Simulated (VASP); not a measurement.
# Al₂Cu: convergence, equation of state

Al₂Cu, I4/mmm (no. 139), 3 atoms in the cell. PBEsol; PAW potentials Cu, Al (PBE set). VASP 6.6.1.

Wanted: equilibrium volume within 0.2 %; bulk modulus within 1 %.

What the run is for: equation of state; Accuracy asked: standard.

The series start from Plane-wave cutoff (eV): 380; Smearing width (eV): 0.1; k-point mesh: 13 × 13 × 13; Volumes: 5 from 0.92 to 1.08; Precision mode (PREC): Accurate; Electronic threshold (eV): 1e-6; Aspherical gradient terms in the spheres (LASPH): yes; Start of each volume: each volume from scratch. Each series keeps the choices made before it, and each single choice may use up half of a tolerance. Times cover all steps of a run.

## Plane-wave cutoff (eV)

| Plane-wave cutoff (eV) | Equilibrium volume (Å³/atom) | Bulk modulus (GPa) | Time (s) |
|---|---|---|---|
| 240 | 15.79 | 102.5 | 26 |
| 300 | 15.7 | 103.5 | 32 |
| 340 | 15.7 | 103.4 | 38 |
| 380 | 15.69 | 103.5 | 53 |
| 440 | 15.69 | 103.3 | 56 |
| 520 | 15.69 | 103.3 | 68 |
| 620 (reference) | 15.69 | 103.3 | 94 |

Chosen: 300, the loosest value from which every tighter one stays within half of the tolerance.

## Smearing width (eV)

| Smearing width (eV) | Equilibrium volume (Å³/atom) | Bulk modulus (GPa) | Time (s) |
|---|---|---|---|
| 0.4 | 15.7 | 103.6 | 33 |
| 0.3 | 15.7 | 103.6 | 32 |
| 0.2 | 15.7 | 103.6 | 31 |
| 0.15 | 15.7 | 103.5 | 32 |
| 0.1 | 15.7 | 103.5 | 32 |
| 0.05 (reference) | 15.7 | 103.5 | 36 |

Chosen: 0.4.

## k-point mesh

| k-point mesh | Equilibrium volume (Å³/atom) | Bulk modulus (GPa) | Time (s) |
|---|---|---|---|
| 4 × 4 × 4 | 15.69 | 97.13 | 11 |
| 5 × 5 × 5 | 15.65 | 106.9 | 11 |
| 7 × 7 × 7 | 15.7 | 104.5 | 13 |
| 8 × 8 × 8 | 15.7 | 103.6 | 16 |
| 10 × 10 × 10 | 15.7 | 103.4 | 20 |
| 13 × 13 × 13 | 15.7 | 103.6 | 33 |
| 15 × 15 × 15 (reference) | 15.7 | 103.5 | 42 |

Chosen: 8 × 8 × 8.

## Volumes

| Volumes | Equilibrium volume (Å³/atom) | Bulk modulus (GPa) | Time (s) |
|---|---|---|---|
| 5 from 0.88 to 1.12 | 15.69 | 103.1 | 16 |
| 5 from 0.92 to 1.08 | 15.7 | 103.6 | 16 |
| 7 from 0.91 to 1.09 (reference) | 15.69 | 103.4 | 22 |

Chosen: 5 from 0.88 to 1.12.

## Precision mode (PREC)

| Precision mode (PREC) | Equilibrium volume (Å³/atom) | Bulk modulus (GPa) | Time (s) |
|---|---|---|---|
| SingleN | 15.66 | 106.7 | 10 |
| Normal | 15.7 | 102.7 | 11 |
| Accurate (reference) | 15.69 | 103.1 | 16 |

Chosen: Normal.

## Electronic threshold (eV)

| Electronic threshold (eV) | Equilibrium volume (Å³/atom) | Bulk modulus (GPa) | Time (s) |
|---|---|---|---|
| 0.001 | 15.69 | 102 | 8.4 |
| 0.0001 | 15.71 | 103.1 | 9.5 |
| 1e-5 | 15.7 | 102.7 | 10 |
| 1e-6 | 15.7 | 102.7 | 11 |
| 1e-7 (reference) | 15.7 | 102.7 | 12 |

Chosen: 0.0001.

## Aspherical gradient terms in the spheres (LASPH)

| Aspherical gradient terms in the spheres (LASPH) | Equilibrium volume (Å³/atom) | Bulk modulus (GPa) | Time (s) |
|---|---|---|---|
| yes | 15.71 | 103.1 | 9.5 |
| no | 15.71 | 103.1 | 6.9 |

Chosen: yes; no other choice that stays within half of the tolerance saves 30 % of the time.

## Start of each volume

| Start of each volume | Equilibrium volume (Å³/atom) | Bulk modulus (GPa) | Time (s) |
|---|---|---|---|
| each volume from scratch | 15.71 | 103.1 | 9.5 |
| orbitals of the volume before (WAVECAR) | 15.7 | 102.7 | 8.7 |

Chosen: each volume from scratch.

## All choices together

| Input | Equilibrium volume (Å³/atom) | Bulk modulus (GPa) | Time (s) |
|---|---|---|---|
| the program's defaults (naive) | 15.67 | 106.2 | 5.0 |
| chosen settings | 15.71 | 103.1 | 9.5 |
| reference settings throughout | 15.7 | 103.4 | 187 |

The tolerance is met.

## The input

INCAR:
```
SYSTEM = Al2Cu
GGA = PS
ISMEAR = 1
SIGMA = 0.4
LWAVE = .False.
LCHARG = .False.
ISIF = 2
NSW = 0
PREC = Normal
LASPH = .True.
LREAL = .False.
ALGO = Normal
EDIFF = 1E-4
NELM = 120
GGA_COMPAT = .False.
ENCUT = 300
KPAR = 8
```

KPOINTS:
```
Automatic mesh
0
Gamma
  8 8 8
  0 0 0
```

POSCAR.step1:
```
Al2Cu
1.0
   -1.9456398828      1.9456398828      2.7321576812
    1.9456398828     -1.9456398828      2.7321576812
    1.9456398828      1.9456398828     -2.7321576812
Cu Al
1 2
Direct
    0.5000000000      0.5000000000      0.0000000000
    0.2500000000      0.7500000000      0.5000000000
    0.7500000000      0.2500000000      0.5000000000
```

POSCAR.step2:
```
Al2Cu
1.0
   -1.9888904110      1.9888904110      2.7928920770
    1.9888904110     -1.9888904110      2.7928920770
    1.9888904110      1.9888904110     -2.7928920770
Cu Al
1 2
Direct
    0.5000000000      0.5000000000      0.0000000000
    0.2500000000      0.7500000000      0.5000000000
    0.7500000000      0.2500000000      0.5000000000
```

POSCAR.step3:
```
Al2Cu
1.0
   -2.0303375000      2.0303375000      2.8510940000
    2.0303375000     -2.0303375000      2.8510940000
    2.0303375000      2.0303375000     -2.8510940000
Cu Al
1 2
Direct
    0.5000000000      0.5000000000      0.0000000000
    0.2500000000      0.7500000000      0.5000000000
    0.7500000000      0.2500000000      0.5000000000
```

POSCAR.step4:
```
Al2Cu
1.0
   -2.0701581488      2.0701581488      2.9070120003
    2.0701581488     -2.0701581488      2.9070120003
    2.0701581488      2.0701581488     -2.9070120003
Cu Al
1 2
Direct
    0.5000000000      0.5000000000      0.0000000000
    0.2500000000      0.7500000000      0.5000000000
    0.7500000000      0.2500000000      0.5000000000
```

POSCAR.step5:
```
Al2Cu
1.0
   -2.1085030987      2.1085030987      2.9608577558
    2.1085030987     -2.1085030987      2.9608577558
    2.1085030987      2.1085030987     -2.9608577558
Cu Al
1 2
Direct
    0.5000000000      0.5000000000      0.0000000000
    0.2500000000      0.7500000000      0.5000000000
    0.7500000000      0.2500000000      0.5000000000
```

Commands (each step's output is kept before the next begins):
```
cat potpaw_PBE.64/Cu/POTCAR potpaw_PBE.64/Al/POTCAR > POTCAR
cp POSCAR.step1 POSCAR
mpirun -np 8 vasp_std > vasp.out
cp POSCAR.step2 POSCAR
mpirun -np 8 vasp_std > vasp.out
cp POSCAR.step3 POSCAR
mpirun -np 8 vasp_std > vasp.out
cp POSCAR.step4 POSCAR
mpirun -np 8 vasp_std > vasp.out
cp POSCAR.step5 POSCAR
mpirun -np 8 vasp_std > vasp.out
```

Limits: Every volume keeps the cell's shape and the atoms' fractional positions, so the modulus is that of a clamped cell, stiffer than the relaxed one, above all in layered crystals.

The chosen input took VASP 6.6.1 9.5 s on 8 cores (AMD EPYC 9R45 (Zen 5)), a shared host.

## An input that fails: cutoff far too low

It runs to its end, but against the unchanged starting input it is off by 2.7 % in the equilibrium volume, 9.7 % in the bulk modulus.

Changes against the starting input:
```
(all steps)
- PREC = Accurate
- NELM = 120
- ENCUT = 380
+ PREC = Low
+ NELM = 53
+ ENCUT = 180
```
